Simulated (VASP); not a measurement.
# Se (P3_121) in VASP: a series of runs

Runs on Se. Level: PBE. Tasks: relaxation of cell and atoms.

Everything below comes from runs of VASP 6.6.1. Logs are shortened: lines on timing, memory, paths and dates and some standing lists are left out, and cuts for length are marked.

### 1 The crystal as given

The structure is trigonal, space group P3_121 (No. 152). Conventional cell: a = 4.366 Å, b = 4.366 Å, c = 4.954 Å, α = 90.00°, β = 90.00°, γ = 120.00°. Se (site symmetry 2) has 2 Se at 2.37 Å as nearest neighbours.

### 2 Relaxation of cell and atoms, PBE

File INCAR:

```
ALGO = Normal
EDIFF = 1E-6
EDIFFG = -0.01
ENCUT = 520
GGA = PE
IBRION = 2
ISIF = 3
ISMEAR = 0
LASPH = True
LCHARG = False
LREAL = False
LWAVE = False
NELM = 120
NSW = 90
PREC = Accurate
SIGMA = 0.1
```

File KPOINTS:

```
k-points
0
Gamma
  9 9 7
```

File POSCAR:

```
Se
1.0
    4.3662000000      0.0000000000      0.0000000000
   -2.1831000000      3.7812401200      0.0000000000
    0.0000000000      0.0000000000      4.9536000000
Se
3
Direct
    0.2254000000      0.0000000000      0.3333333300
    0.0000000000      0.2254000000      0.6666666700
    0.7746000000      0.7746000000      0.0000000000
```

Potentials or basis: VASP PAW PBE potentials, release 64 (Se).

Run with:

```console
cat potpaw_PBE.64/Se/POTCAR > POTCAR
mpirun -np 1 vasp_std > vasp.out
```

OUTCAR:

```text
EDIFF = 1E-6
   EDIFFG = -0.01
   ENCUT = 520
   GGA = PE
   IBRION = 2
   ISIF = 3
   ISMEAR = 0
   LASPH = True
   LREAL = False
   NELM = 120
   NSW = 90
   PREC = Accurate

 ion  position               nearest neighbor table
   1  0.225  0.000  0.333-   3 2.37   2 2.37
   2  0.000  0.225  0.667-   3 2.37   1 2.37
   3  0.775  0.775  0.000-   1 2.37   2 2.37

  LATTYP: Found a hexagonal cell.
 ALAT       =     4.3662000000
 C/A-ratio  =     1.1345334616

  Lattice vectors:

 A1 = (   4.3662000000,   0.0000000000,   0.0000000000)
 A2 = (  -2.1831000000,   3.7812401200,   0.0000000000)
 A3 = (   0.0000000000,   0.0000000000,   4.9536000000)

Analysis of symmetry for initial positions (statically):
=====================================================================
 Subroutine PRICEL returns:
 Original cell was already a primitive cell.

 Routine SETGRP: Setting up the symmetry group for a
 hexagonal supercell.

 Subroutine GETGRP returns: Found  6 space group operations
 (whereof  2 operations were pure point group operations)
 out of a pool of 24 trial point group operations.

The static configuration has the point symmetry C_2 .
 The point group associated with its full space group is D_3 .

Analysis of symmetry for dynamics (positions and initial velocities):
=====================================================================
 Subroutine PRICEL returns:
 Original cell was already a primitive cell.

 Routine SETGRP: Setting up the symmetry group for a
 hexagonal supercell.

 Subroutine GETGRP returns: Found  6 space group operations
 (whereof  2 operations were pure point group operations)
 out of a pool of 24 trial point group operations.

The dynamic configuration has the point symmetry C_2 .
 The point group associated with its full space group is D_3 .

 Subroutine INISYM returns: Found  6 space group operations
 (whereof  2 operations are pure point group operations),
 and found     1 'primitive' translations

----------------------------------------------------------------------------------------

                                     Primitive cell

  volume of cell :      81.7822

  direct lattice vectors                    reciprocal lattice vectors
     4.366200000  0.000000000  0.000000000     0.229032110  0.132231750  0.000000000
    -2.183100000  3.781240120  0.000000000     0.000000000  0.264463501  0.000000000
     0.000000000  0.000000000  4.953600000     0.000000000  0.000000000  0.201873385

  length of vectors
     4.366200000  4.366200002  4.953600000     0.264463501  0.264463501  0.201873385

  position of ions in fractional coordinates (direct lattice)
     0.225400000  0.000000000  0.333333330
     0.000000000  0.225400000  0.666666670
     0.774600000  0.774600000  0.000000000

  ion indices of the primitive-cell ions
   primitive index   ion index
                 1           1
                 2           2
                 3           3

----------------------------------------------------------------------------------------

 KPOINTS: k-points

Automatic generation of k-mesh.
 Grid dimensions read from file:
 generate k-points for:    9    9    7

 Generating k-lattice:

  Cartesian coordinates                     Fractional coordinates (reciprocal lattice)
     0.025448012  0.014692417  0.000000000     0.111111111  0.000000000  0.000000000
     0.000000000  0.029384833  0.000000000     0.000000000  0.111111111  0.000000000
     0.000000000  0.000000000  0.028839055     0.000000000  0.000000000  0.142857143

  Length of vectors
     0.029384833  0.029384833  0.028839055

  Shift w.r.t. Gamma in fractional coordinates (k-lattice)
     0.000000000  0.000000000  0.000000000

 Subroutine IBZKPT returns following result:
 ===========================================

 Found     69 irreducible k-points:

 Following reciprocal coordinates:
            Coordinates               Weight
  0.000000  0.000000  0.000000      1.000000
  0.111111  0.000000  0.000000      6.000000
  0.222222  0.000000  0.000000      6.000000
  0.333333  0.000000  0.000000      6.000000
  0.444444  0.000000  0.000000      6.000000
  0.111111  0.111111  0.000000      6.000000
[... 16 lines left out ...]
  0.222222  0.111111  0.142857     12.000000
 -0.111111  0.333333  0.142857     12.000000
 [... further k-points ...]
   k-points           NKPTS =     69   k-points in BZ     NKDIM =     69   number of bands    NBANDS=     13
   number of dos      NEDOS =    301   number of ions     NIONS =      3
   total plane-waves  NPLWV =  40960
   dimension x,y,z NGX =    32 NGY =   32 NGZ =   40
   dimension x,y,z NGXF=    64 NGYF=   64 NGZF=   80
   ions per type =               3
   NGX,Y,Z   is equivalent  to a cutoff of  12.18, 12.18, 13.42 a.u.
   NGXF,Y,Z  is equivalent  to a cutoff of  24.37, 24.37, 26.85 a.u.
 SYSTEM =  unknown system
   PREC   = accura    normal or accurate (medium, high low for compatibility)
   ISTART =      0    job   : 0-new  1-cont  2-samecut
   ICHARG =      2    charge: 1-file 2-atom 10-const
   ISPIN  =      1    spin polarized calculation?
   LNONCOLLINEAR =      F non collinear calculations
   LSORBIT =      F    spin-orbit coupling
   LASPH  =      T    aspherical Exc in radial PAW
   ENCUT  =  520.0 eV  38.22 Ry    6.18 a.u.   8.12  8.12  9.21*2*pi/ulx,y,z
   NELM   =    120;   NELMIN=  2; NELMDL= -5     # of ELM steps
   EDIFF  = 0.1E-05   stopping-criterion for ELM
   LREAL  =      F    real-space projection
   EDIFFG = -.1E-01   stopping-criterion for IOM
   NSW    =     90    number of steps for IOM
   IBRION =      2    ionic relax: 0-MD 1-quasi-New 2-CG
   NFREE  =      1    steps in history (QN), initial steepest desc. (CG)
   ISIF   =      3    stress and relaxation
   ISYM   =      2    0-nonsym 1-usesym 2-fastsym
   POTIM  = 0.5000    time-step for ionic-motion
   TEBEG  =    0.0;   TEEND  =   0.0 temperature during run
   PSTRESS=    0.0 pullay stress
   NELECT =      18.0000    total number of electrons
   NUPDOWN=      -1.0000    fix difference up-down
   EMIN   =  10.00;   EMAX   =-10.00  energy-range for DOS
   EFERMI =   0.00;   METHOD = LEGACY
   ISMEAR =     0;   SIGMA  =   0.10  broadening in eV -4-tet -1-fermi 0-gaus
   EFERMI_NEDOS =   21; number of points for ismear=-14 and -15
   IALGO  =     38    algorithm
   IMIX   =      4    mixing-type and parameters
     AMIX     =   0.40;   BMIX     =  1.00
     AMIX_MAG =   1.60;   BMIX_MAG =  1.00
  volume/ion in A,a.u.               =      27.26       183.96
  Fermi-wavevector in a.u.,A,eV,Ry     =   0.988430  1.867862 13.292817  0.976995
  Thomas-Fermi vector in A             =   2.119956
   LORBIT       =      0    0 simple, 1 ext, 2 COOP (PROOUT), +10 PAW based schemes
   GGA     = PE    functional components
   LHFCALC =     F    Hartree Fock is set to
   AEXX    =    0.0000 exact exchange contribution
   IVDW    =     0    specifies the selected vdW correction
   LEPSILON=     F    determine dielectric tensor
   LRPA    =     F    only Hartree local field effects (RPA)
 conjugate gradient relaxation of ions
 non-spin polarized calculation
 Gauss-broadening in eV      SIGMA  =   0.10
  energy-cutoff  :      520.00
  volume of cell :       81.78
 maximum number of plane-waves:      2223
   NGX = 17   NGY = 17   NGZ = 19

--------------------------------------- Ionic step        1  -------------------------------------------

 number of electron      18.0000001 magnetization

 Free energy of the ion-electron system (eV)
  ---------------------------------------------------
  ext. energy  EPLUGINS =         0.00000000
  ---------------------------------------------------
  free energy    TOTEN  =       -10.46998318 eV

  energy without entropy =      -10.46998318  energy(sigma->0) =      -10.46998318

------------------------ aborting loop because EDIFF is reached ----------------------------------------

  FORCE on cell =-STRESS in cart. coord.  units (eV):
  Direction    XX          YY          ZZ          XY          YZ          ZX
  --------------------------------------------------------------------------------------
  -------------------------------------------------------------------------------------
  Total        1.1738646      1.1738646      2.1085473      0.0000000      0.0000000      0.0000000
  in kB       22.9969245     22.9969245     41.3080893      0.0000000      0.0000000      0.0000000
  external PRESSURE =      29.1006461 kB  Pullay stress =       0.0000000 kB
[... 92 lines left out ...]
  FREE ENERGIE OF THE ION-ELECTRON SYSTEM (eV)
  ---------------------------------------------------
  free  energy   TOTEN  =       -10.5050087260 eV

  energy  without entropy=      -10.5050087260  energy(sigma->0) =      -10.50500873

[... ionic steps 4 to 12 ...]

--------------------------------------- Ionic step       13  -------------------------------------------

 number of electron      18.0000004 magnetization

------------------------ aborting loop because EDIFF is reached ----------------------------------------
[... 69 lines left out ...]
--------------------------------------- Ionic step       15  -------------------------------------------

 number of electron      18.0000004 magnetization

 Free energy of the ion-electron system (eV)
  ---------------------------------------------------
  ext. energy  EPLUGINS =         0.00000000
  ---------------------------------------------------
  free energy    TOTEN  =       -10.51061924 eV

  energy without entropy =      -10.51061924  energy(sigma->0) =      -10.51061924

 E-fermi :   2.2253     XC(G=0):  -8.4297

 val. band max:        1.8067301005   @ k =   0.0000   0.4444   0.4286
 cond. band min:       3.0173386446   @ k =   0.3333   0.3333   0.4286
 fundamental gap:      1.2106085441
 Fermi energy:         2.2253124520

 k-point     1 :       0.0000    0.0000    0.0000
  band No.  band energies     occupation
      1     -13.5290      2.00000
      2      -9.7206      2.00000
      3      -9.7206      2.00000
      4      -1.8813      2.00000
      5      -1.8813      2.00000
      6      -1.5835      2.00000
      7      -0.0087      2.00000
      8      -0.0087      2.00000
      9       1.5228      2.00000
     10       3.7561      0.00000
     11       3.7561      0.00000
     12       4.1261      0.00000
     13       7.7283      0.00000
[... 354 lines left out ...]
  band No.  band energies     occupation
      1     -13.2237      2.00000
      2     -10.5870      2.00000
      3      -9.1218      2.00000
      4      -2.7311      2.00000
      5      -2.5500      2.00000
      6      -1.3405      2.00000
      7      -0.1616      2.00000
      8       0.3781      2.00000
      9       1.1955      2.00000
     10       3.6799      0.00000
     11       4.1162      0.00000
     12       4.6304      0.00000
     13       7.9120      0.00000

 [... further k-points ...]

------------------------ aborting loop because EDIFF is reached ----------------------------------------

  FORCE on cell =-STRESS in cart. coord.  units (eV):
  Direction    XX          YY          ZZ          XY          YZ          ZX
  --------------------------------------------------------------------------------------
  -------------------------------------------------------------------------------------
  Total        0.0010866      0.0010866     -0.0017369     -0.0000000      0.0000000      0.0000000
  in kB        0.0194901      0.0194901     -0.0311527     -0.0000000      0.0000000      0.0000000
  external PRESSURE =       0.0026092 kB  Pullay stress =       0.0000000 kB
[... 18 lines left out ...]
  FREE ENERGIE OF THE ION-ELECTRON SYSTEM (eV)
  ---------------------------------------------------
  free  energy   TOTEN  =       -10.5106192373 eV

  energy  without entropy=      -10.5106192372  energy(sigma->0) =      -10.51061924

 reached required accuracy - stopping structural energy minimisation
```

It took 7.7 min on 1 thread of Intel Xeon Platinum 8259CL at 2.50GHz (Skylake/Cascade Lake), shared host; peak memory 0.23 GiB.

Results:

- Free energy: -10.5106 eV
- Relaxed volume: 29.78 Å³/atom
- Relaxed cell: a = 4.520 Å, b = 4.520 Å, c = 5.048 Å, α = 90.00°, β = 90.00°, γ = 120.00°
- Space group after relaxing (to 0.05 Å): P3_121 (No. 152)
- Energy gained by relaxing: 13.5 meV/atom
- Ionic steps: 15
- Pressure after relaxing: 0.0 GPa
- Band gap on the k mesh: 1.21 eV, indirect (least direct gap 1.31 eV)

Step by step:
```csv
step,energy change (eV),largest force (eV/Å),pressure (GPa),volume (Å³)
1,0.0000,0.4338,2.91,81.78
2,-0.0048,0.5164,-2.12,87.78
3,-0.0350,0.0942,0.11,84.78
4,-0.0350,0.0850,0.15,84.72
5,-0.0363,0.0652,0.13,85.00
6,-0.0378,0.0065,0.09,85.80
7,-0.0383,0.0174,0.02,86.18
8,-0.0392,0.0505,-0.17,87.32
9,-0.0389,0.1134,-0.51,89.62
10,-0.0394,0.0746,-0.32,88.26
11,-0.0396,0.0709,-0.30,88.33
12,-0.0399,0.0576,-0.25,88.52
13,-0.0404,0.0311,-0.13,88.90
14,-0.0405,0.0259,0.11,89.67
15,-0.0406,0.0002,0.00,89.33
```

Final structure:
```
Se
1.0
     4.52048    0.00000    0.00000
    -2.26024    3.91485    0.00000
     0.00000    0.00000    5.04754
Se
3
Direct
  0.21916 0.00000 0.33333
  0.00000 0.21916 0.66667
  0.78084 0.78084 0.00000
```

Levels at points of the mesh, in eV from the valence-band top:
```
           k point  band 5  band 6  band 7  band 8  band 9  band 10  band 11  band 12  band 13
(0.00, 0.00, 0.00)   -3.69   -3.39   -1.82   -1.82   -0.28     1.95     1.95     2.32     5.92
```

Caveat: an odd mesh through Γ misses points on the zone boundary, where band edges often lie.

### 3 Relaxation of cell and atoms, PBE

This run uses another cell than the first one, of 29.78 Å³/atom, 1.092 times its volume.

File INCAR:

```
ALGO = Normal
EDIFF = 1E-7
EDIFFG = -0.005
ENCUT = 520
GGA = PE
IBRION = 2
ISIF = 3
ISMEAR = 0
LASPH = True
LCHARG = False
LREAL = False
LWAVE = False
NELM = 120
NSW = 60
POTIM = 0.3
PREC = Accurate
SIGMA = 0.1
```

KPOINTS is that of step 2.

File POSCAR:

```
Se                                      
1.0
    4.5204847504     -0.0000000000     -0.0000000000
   -2.2602423752      3.9148546335      0.0000000000
    0.0000000000     -0.0000000000      5.0475403652
  Se            
     3
Direct
     0.2191630794979083    0.0000000000000000    0.3333333300000021
     0.0000000000000391    0.2191630794979864    0.6666666699999979
     0.7808369205020526    0.7808369205020136    0.0000000000000000
```

Potentials or basis: VASP PAW PBE potentials, release 64 (Se).

Run with:

```console
cat potpaw_PBE.64/Se/POTCAR > POTCAR
mpirun -np 1 vasp_std > vasp.out
```

Run time: 86 s. Hardware: 1 thread of Intel Xeon Platinum 8259CL at 2.50GHz (Skylake/Cascade Lake), shared host; peak memory 0.25 GiB.

The run converged. Its results:

```yaml
Free_energy: -10.5109 eV
Pressure_after_relaxing: 0.0 GPa
Band_gap_on_the_k_mesh: 1.21 eV, indirect (least direct gap 1.31 eV)
```

Final structure:
```
CELL_PARAMETERS angstrom
4.52048 0.00000 0.00000
-2.26024 3.91485 0.00000
0.00000 0.00000 5.04754
ATOMIC_POSITIONS crystal
Se 0.21916 0.00000 0.33333
Se 0.00000 0.21916 0.66667
Se 0.78084 0.78084 0.00000
```

Levels at points of the mesh, in eV from the valence-band top:
```
           k point  band 7  band 8  band 9  band 10  band 11  band 12
(0.00, 0.00, 0.00)   -1.82   -1.82   -0.28     1.95     1.95     2.32
```

Caveat: the relaxation stopped at its first step, so nothing moved; an odd mesh through Γ misses points on the zone boundary, where band edges often lie. Expect the measured gap to be larger: semilocal functionals such as PBE lack the derivative discontinuity.
